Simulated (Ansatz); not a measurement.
# Sn: the cost of one run

Program: Ansatz 0.2.0. Level of theory: DFT PBEsol, scalar-relativistic, plane waves, PAW. These are calculated values, not measurements.

7 further runs of the same task are left out: 2 that didn't finish, 5 set aside as unsound or not needed. Runs told in other sessions of the task aren't counted.

**1. The structure to begin with**

The structure is tetragonal, space group I4/mmm (No. 139). Conventional cell: a = 3.235 Å, b = 3.235 Å, c = 5.068 Å, α = 90.00°, β = 90.00°, γ = 90.00°. Sn (site symmetry 4/mmm) has 12 Sn at 3.23 to 3.41 Å in its first shell of neighbours.

As a file:

```cif
data_structure
_symmetry_space_group_name_H-M 'I4/mmm'
_symmetry_Int_Tables_number 139
_cell_length_a 3.2347
_cell_length_b 3.2347
_cell_length_c 5.0678
_cell_angle_alpha 90.000
_cell_angle_beta 90.000
_cell_angle_gamma 90.000
_cell_volume 53.02
loop_
_atom_site_label
_atom_site_type_symbol
_atom_site_symmetry_multiplicity
_atom_site_Wyckoff_symbol
_atom_site_fract_x
_atom_site_fract_y
_atom_site_fract_z
_atom_site_occupancy
Sn1 Sn 2 a 0.00000 0.00000 0.00000 1
```

It is built from the cell relaxed beforehand with the same method (26.51 Å³/atom).

**2. The undisturbed cell**

input.yaml reads:

```yaml
crystal:
  lattice:
    - [0.0, -3.2346532658, 0.0]
    - [1.6173266329, -1.6173266329, -2.5338794537]
    - [4.8519798987, -1.6173266329, 2.5338794537]
  atoms:
    - { symbol: Sn, position: [0.5, 0.5, 0.5] }
    - { symbol: Sn, position: [0.0, 0.0, 0.0] }
basis:
  ecutwfc: 420
kpoints:
  mp_grid: { grid: [22, 22, 22] }
hamiltonian:
  xc: pbesol
scf:
  occupations: { method: gaussian, width: 0.15 }
output:
  forces: true
  stress: true
  eigenvalues: true
  write_density: true
  write_potential: true
  elf: true
  volumetric_format: npy
```

The run is started by

```bash
ansatz run input.yaml --threads 2 --pin off --max-ram 5120MiB --backend cpu --events-out ev --progress --plain --runs-dir out
```

**Question.** How long does this run take on 2 threads of Intel Xeon at 2.70GHz, shared host, and how much memory does it need?

About 69 s, with a peak of 2.1 GiB.
